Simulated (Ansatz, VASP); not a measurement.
# RbBr: VASP beside Ansatz

INCAR

```
PREC = Accurate
ENCUT = 520
EDIFF = 1E-6
ISMEAR = 0
SIGMA = 0.05
LREAL = False
LASPH = True
NELM = 80
ALGO = Normal
ISIF = 2
LWAVE = False
LCHARG = False
GGA = PS
NBANDS = 15
```

The input KPOINTS:

```
regular mesh
0
Gamma
  6 6 6
```

The input POSCAR:

```
RbBr
1.0
    4.0701688540      0.0000000000      0.0000000000
    0.0000000000      4.0701688540      0.0000000000
    0.0000000000      0.0000000000      4.0701688540
Rb Br
1 1
Direct
   -0.0992287032      0.0000000000      0.0000000000
    0.6061381027      0.5000000000      0.5000000000
```

Input for Ansatz:

```yaml
crystal:
  lattice:
    - [4.070168854, 0.0, 0.0]
    - [0.0, 4.070168854, 0.0]
    - [0.0, 0.0, 4.070168854]
  atoms:
    - { symbol: Rb, position: [-0.0992287032, 0.0, 0.0] }
    - { symbol: Br, position: [0.6061381027, 0.5, 0.5] }
basis:
  ecutwfc: 420
kpoints:
  mp_grid: { grid: [6, 6, 6] }
hamiltonian:
  xc: pbesol
scf:
  occupations: { method: gaussian, width: 0.05 }
output:
  forces: true
  stress: true
  eigenvalues: true
```

Change from the starting cell: mode 4 frozen in at -0.432 Å, equal normal strain along x and y +0.0000.

Alike in both runs: task single point; functional PBEsol; k mesh 6 × 6 × 6; occupations gaussian, width 0.05 eV; no spin polarisation.

|  | VASP | Ansatz |
| --- | --- | --- |
| version | VASP 6.6.1 | Ansatz 0.2.0 |
| potentials or method | VASP PAW PBE potentials, release 64 (Rb_sv, Br) | scalar-relativistic, plane waves, PAW |
| plane-wave cutoff (eV) | 520 | 420 |
| valence electrons in the cell | 16 | 16 |

Ansatz gave:

* gap on the k mesh at the Fermi level (eV): 4.05
* least direct gap on the mesh (eV): 4.24
* pressure (GPa): 3.7
* largest component of the traceless stress (GPa): 1.90
* rms of the force components (eV/Å): 0.446

**Question.** Which values does VASP return?

**Answer.** gap on the k mesh at the Fermi level (eV): 4.04; least direct gap on the mesh (eV): 4.24; pressure (GPa): 3.8; largest component of the traceless stress (GPa): 1.94; rms of the force components (eV/Å): 0.454.

Atom by atom the forces differ by 0.007 eV/Å (rms over components).

Caveats: the PAW data sets were made with another functional, which shifts forces and pressure a little (VASP). A k mesh can miss the band edges.
